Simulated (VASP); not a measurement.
# PbSe (Clausthalite) (Fm-3m) in VASP: a series of runs, part 2 of 2

VASP 6.6.1.

**4. Band structure, PBEsol**

Contents of POSCAR:

```
PbSe
1.0
    0.0000000000      3.0606500000      3.0606500000
    3.0606500000      0.0000000000      3.0606500000
    3.0606500000      3.0606500000      0.0000000000
Pb Se
1 1
Direct
    0.0000000000      0.0000000000      0.0000000000
    0.5000000000      0.5000000000      0.5000000000
```

Contents of INCAR.step1:

```
PREC = Accurate
ENCUT = 520
EDIFF = 1E-7
ISMEAR = -1
SIGMA = 0.05
LREAL = F
LASPH = T
NELM = 100
ALGO = Normal
ISIF = 2
LWAVE = F
LCHARG = T
GGA = PS
```

Contents of KPOINTS.step1:

```
regular mesh
0
Gamma
  8 8 8
```

Contents of INCAR.step2:

```
PREC = Accurate
ENCUT = 520
EDIFF = 1E-7
ISMEAR = 0
SIGMA = 0.05
LREAL = F
LASPH = T
NELM = 100
ALGO = Normal
ISIF = 2
LWAVE = F
LCHARG = F
GGA = PS
ICHARG = 11
```

Contents of KPOINTS.step2:

```
path GXWKGLUWLK,UX
15
line-mode
reciprocal
 0.0000000000  0.0000000000  0.0000000000  G
 0.5000000000  0.0000000000  0.5000000000  X

 0.5000000000  0.0000000000  0.5000000000  X
 0.5000000000  0.2500000000  0.7500000000  W

 0.5000000000  0.2500000000  0.7500000000  W
 0.3750000000  0.3750000000  0.7500000000  K

 0.3750000000  0.3750000000  0.7500000000  K
 0.0000000000  0.0000000000  0.0000000000  G

 0.0000000000  0.0000000000  0.0000000000  G
 0.5000000000  0.5000000000  0.5000000000  L

 0.5000000000  0.5000000000  0.5000000000  L
 0.6250000000  0.2500000000  0.6250000000  U

 0.6250000000  0.2500000000  0.6250000000  U
 0.5000000000  0.2500000000  0.7500000000  W

 0.5000000000  0.2500000000  0.7500000000  W
 0.5000000000  0.5000000000  0.5000000000  L

 0.5000000000  0.5000000000  0.5000000000  L
 0.3750000000  0.3750000000  0.7500000000  K

 0.6250000000  0.2500000000  0.6250000000  U
 0.5000000000  0.0000000000  0.5000000000  X
```

Potentials or basis: VASP PAW PBE potentials, release 64 (Pb_d, Se).

Started as:

```bash
$ cat potpaw_PBE.64/Pb_d/POTCAR potpaw_PBE.64/Se/POTCAR > POTCAR
$ cp INCAR.step1 INCAR
$ cp KPOINTS.step1 KPOINTS
$ mpirun -np 1 vasp_std > vasp.out
$ cp INCAR.step2 INCAR
$ cp KPOINTS.step2 KPOINTS
$ mpirun -np 1 vasp_std > vasp.out
```

It took 53 s on 1 thread of Intel Xeon Platinum 8559C (Emerald Rapids), shared host; peak memory 0.26 GiB.

Results (log left out):

| Item | Value |
| --- | --- |
| Band gap on the k mesh | 0.20 eV, direct |
| Band gap along the path | 0.20 eV, direct |

Levels at the corners of the path, in eV from the valence-band top:
| point | band 6 | band 7 | band 8 | band 9 | band 10 | band 11 | band 12 | band 13 | band 14 |
| --- | --- | --- | --- | --- | --- | --- | --- | --- | --- |
| Γ | -13.61 | -6.33 | -1.87 | -1.87 | -1.87 | 4.68 | 4.68 | 4.68 | 6.45 |
| X | -12.15 | -7.41 | -5.02 | -3.25 | -3.25 | 3.58 | 5.58 | 5.58 | 6.01 |
| X | -12.15 | -7.41 | -5.02 | -3.25 | -3.25 | 3.58 | 5.58 | 5.58 | 6.01 |
| W | -12.12 | -8.04 | -4.26 | -4.26 | -0.78 | 1.84 | 4.89 | 4.89 | 7.67 |
| W | -12.12 | -8.04 | -4.26 | -4.26 | -0.78 | 1.84 | 4.89 | 4.89 | 7.67 |
| K | -12.16 | -8.07 | -4.61 | -2.73 | -2.42 | 3.34 | 3.99 | 5.40 | 5.74 |
| K | -12.16 | -8.07 | -4.61 | -2.73 | -2.42 | 3.34 | 3.99 | 5.40 | 5.74 |
| Γ | -13.61 | -6.33 | -1.87 | -1.87 | -1.87 | 4.68 | 4.68 | 4.68 | 6.45 |
| Γ | -13.61 | -6.33 | -1.87 | -1.87 | -1.87 | 4.68 | 4.68 | 4.68 | 6.45 |
| L | -12.53 | -8.83 | -1.46 | -1.46 | 0.00 | 0.20 | 1.65 | 1.65 | 8.41 |
| L | -12.53 | -8.83 | -1.46 | -1.46 | 0.00 | 0.20 | 1.65 | 1.65 | 8.41 |
| U | -12.16 | -8.07 | -4.61 | -2.73 | -2.42 | 3.34 | 3.99 | 5.40 | 5.74 |
| U | -12.16 | -8.07 | -4.61 | -2.73 | -2.42 | 3.34 | 3.99 | 5.40 | 5.74 |
| W | -12.12 | -8.04 | -4.26 | -4.26 | -0.78 | 1.84 | 4.89 | 4.89 | 7.67 |
| W | -12.12 | -8.04 | -4.26 | -4.26 | -0.78 | 1.84 | 4.89 | 4.89 | 7.67 |
| L | -12.53 | -8.83 | -1.46 | -1.46 | 0.00 | 0.20 | 1.65 | 1.65 | 8.41 |
| L | -12.53 | -8.83 | -1.46 | -1.46 | 0.00 | 0.20 | 1.65 | 1.65 | 8.41 |
| K | -12.16 | -8.07 | -4.61 | -2.73 | -2.42 | 3.34 | 3.99 | 5.40 | 5.74 |
| U | -12.16 | -8.07 | -4.61 | -2.73 | -2.42 | 3.34 | 3.99 | 5.40 | 5.74 |
| X | -12.15 | -7.41 | -5.02 | -3.25 | -3.25 | 3.58 | 5.58 | 5.58 | 6.01 |

Caveat: the log is that of the step along the path at fixed density, whose energy, stress, charges and moments have no meaning; the PAW data sets were made with another functional, which shifts forces and pressure a little; spin-orbit coupling is left out, which as a rule narrows the gap of such compounds by several tenths of an eV.

**5. Band structure, revPBE**

POSCAR is that of step 4.

Contents of INCAR.step1:

```
SYSTEM = PbSe
ALGO     = Normal         ! electronic algorithm
EDIFF    = 1E-6           ! SCF threshold, eV
ENCUT    = 520            ! plane-wave cutoff, eV
GGA      = RE             ! functional
ISIF     = 2              ! what is computed and relaxed
ISMEAR   = -1             ! smearing method
LASPH    = .TRUE.         ! aspherical terms in the spheres
LCHARG   = .TRUE.         ! write CHGCAR
LREAL    = .FALSE.        ! projectors in reciprocal space
LWAVE    = .FALSE.        ! write WAVECAR
NBANDS   = 17             ! bands
NELM     = 100            ! most SCF steps
PREC     = Accurate       ! precision mode
SIGMA    = 0.05           ! smearing width, eV
```

Contents of KPOINTS.step1:

```
k-points
0
G
  8 8 8
  0 0 0
```

Contents of INCAR.step2:

```
SYSTEM = PbSe
ALGO     = Normal         ! electronic algorithm
EDIFF    = 1E-6           ! SCF threshold, eV
ENCUT    = 520            ! plane-wave cutoff, eV
GGA      = RE             ! functional
ICHARG   = 11             ! starting density
ISIF     = 2              ! what is computed and relaxed
ISMEAR   = 0              ! smearing method
LASPH    = .TRUE.         ! aspherical terms in the spheres
LCHARG   = .FALSE.        ! write CHGCAR
LREAL    = .FALSE.        ! projectors in reciprocal space
LWAVE    = .FALSE.        ! write WAVECAR
NBANDS   = 17             ! bands
NELM     = 100            ! most SCF steps
PREC     = Accurate       ! precision mode
SIGMA    = 0.05           ! smearing width, eV
```

KPOINTS.step2: that of step 4 with these lines changed.

```diff
@@ -1,3 +1,3 @@
 path GXWKGLUWLK,UX
-15
+20
 line-mode
```

Started as:

```bash
$ cat potpaw_PBE.64/Pb_d/POTCAR potpaw_PBE.64/Se/POTCAR > POTCAR
$ cp INCAR.step1 INCAR
$ cp KPOINTS.step1 KPOINTS
$ mpirun -np 1 vasp_std > vasp.out
$ cp INCAR.step2 INCAR
$ cp KPOINTS.step2 KPOINTS
$ mpirun -np 1 vasp_std > vasp.out
```

It took 89 s on 1 thread of Intel Xeon Platinum 8488C (Sapphire Rapids), shared host; peak memory 0.32 GiB.

Results (log left out):

| Property | Result |
| --- | --- |
| Band gap on the k mesh | 0.35 eV, direct |
| Band gap along the path | 0.35 eV, direct |

Levels at the corners of the path, in eV from the valence-band top:
```tsv
point	band 6	band 7	band 8	band 9	band 10	band 11	band 12	band 13	band 14	band 15
Γ	-13.58	-6.27	-1.89	-1.89	-1.89	4.75	4.75	4.75	6.54	6.54
X	-12.15	-7.36	-4.97	-3.23	-3.23	3.75	5.64	5.64	6.09	11.27
X	-12.15	-7.36	-4.97	-3.23	-3.23	3.75	5.64	5.64	6.09	11.27
W	-12.12	-8.00	-4.22	-4.22	-0.81	1.93	4.99	4.99	7.76	7.76
W	-12.12	-8.00	-4.22	-4.22	-0.81	1.93	4.99	4.99	7.76	7.76
K	-12.16	-8.02	-4.56	-2.73	-2.39	3.43	4.03	5.48	5.87	10.11
K	-12.16	-8.02	-4.56	-2.73	-2.39	3.43	4.03	5.48	5.87	10.11
Γ	-13.58	-6.27	-1.89	-1.89	-1.89	4.75	4.75	4.75	6.54	6.54
Γ	-13.58	-6.27	-1.89	-1.89	-1.89	4.75	4.75	4.75	6.54	6.54
L	-12.51	-8.79	-1.48	-1.48	0.00	0.35	1.73	1.73	8.64	10.15
L	-12.51	-8.79	-1.48	-1.48	0.00	0.35	1.73	1.73	8.64	10.15
U	-12.16	-8.02	-4.56	-2.73	-2.39	3.43	4.03	5.48	5.87	10.11
U	-12.16	-8.02	-4.56	-2.73	-2.39	3.43	4.03	5.48	5.87	10.11
W	-12.12	-8.00	-4.22	-4.22	-0.81	1.93	4.99	4.99	7.76	7.76
W	-12.12	-8.00	-4.22	-4.22	-0.81	1.93	4.99	4.99	7.76	7.76
L	-12.51	-8.79	-1.48	-1.48	0.00	0.35	1.73	1.73	8.64	10.15
L	-12.51	-8.79	-1.48	-1.48	0.00	0.35	1.73	1.73	8.64	10.15
K	-12.16	-8.02	-4.56	-2.73	-2.39	3.43	4.03	5.48	5.87	10.11
U	-12.16	-8.02	-4.56	-2.73	-2.39	3.43	4.03	5.48	5.87	10.11
X	-12.15	-7.36	-4.97	-3.23	-3.23	3.75	5.64	5.64	6.09	11.27
```

Caveat: the log is that of the step along the path at fixed density, whose energy, stress, charges and moments have no meaning; the PAW data sets were made with another functional, which shifts forces and pressure a little; spin-orbit coupling is left out, which as a rule narrows the gap of such compounds by several tenths of an eV.

**6. The reference run**

An earlier run on the cell as given: functional PBE; potentials or basis VASP PAW PBE potentials, release 64 (Pb_d, Se); cutoff 520 eV; k mesh 8 × 8 × 8; occupations fermi-dirac, width 0.05 eV; no spin polarisation.

* Pressure: 2.4 GPa
* Band gap on the k mesh: 0.29 eV, direct

**7. Summary**

| task | level | potentials or basis | spin | k mesh | gap on the mesh (eV) |
| --- | --- | --- | --- | --- | --- |
| band structure | LDA | VASP PAW LDA potentials, release 64 (Pb_d, Se) | off | 8 × 8 × 8 | 0.16 |
| band structure | LDA | VASP PAW LDA potentials, release 64 (Pb_d, Se) | SOC, no magnetisation | 6 × 6 × 6 | - |
| band structure | PBEsol | VASP PAW PBE potentials, release 64 (Pb_d, Se) | off | 8 × 8 × 8 | 0.20 |
| band structure | revPBE | VASP PAW PBE potentials, release 64 (Pb_d, Se) | off | 8 × 8 × 8 | 0.35 |
| single point | PBE | VASP PAW PBE potentials, release 64 (Pb_d, Se) | off | 8 × 8 × 8 | 0.29 |

Alike in all rows: cell as given; cutoff (eV) 520; smearing fermi-dirac 0.05 eV.

Caveats: spin-orbit coupling is left out, which as a rule narrows the gap of such compounds by several tenths of an eV (some runs); the PAW data sets were made with another functional, which shifts forces and pressure a little (some runs).

Absolute energies hang on the potentials; compare differences alone.

**8. Comparison with measurements**

Step 2. A measured gap of PbSe is 0.15 eV (direct; 4.2 K; a printed reference work, monograph); the calculated 0.16 eV misses it by +0.01 eV. 2 values of this kind are on record (0.15 to 0.28 eV); this one was drawn at random. Spin-orbit coupling on Pb, Se is left out. The value is that of LDA, without temperature or zero-point motion.

Step 4. Against the measured gap of PbSe, 0.28 eV (direct; 300 K; a printed reference work, monograph), the calculated 0.20 eV is off by -0.08 eV. 2 values of this kind are on record (0.15 to 0.28 eV); this one was drawn at random. Spin-orbit coupling on Pb, Se is left out. The value is that of PBEsol, without temperature or zero-point motion. Semilocal functionals fall short of measured gaps as a rule.

Step 5. Against the measured gap of PbSe, 0.28 eV (direct; 300 K; a printed reference work, monograph), the calculated 0.35 eV is off by +0.07 eV. 2 values of this kind are on record (0.15 to 0.28 eV); this one was drawn at random. Spin-orbit coupling on Pb, Se is left out. The value is that of revPBE, without temperature or zero-point motion.
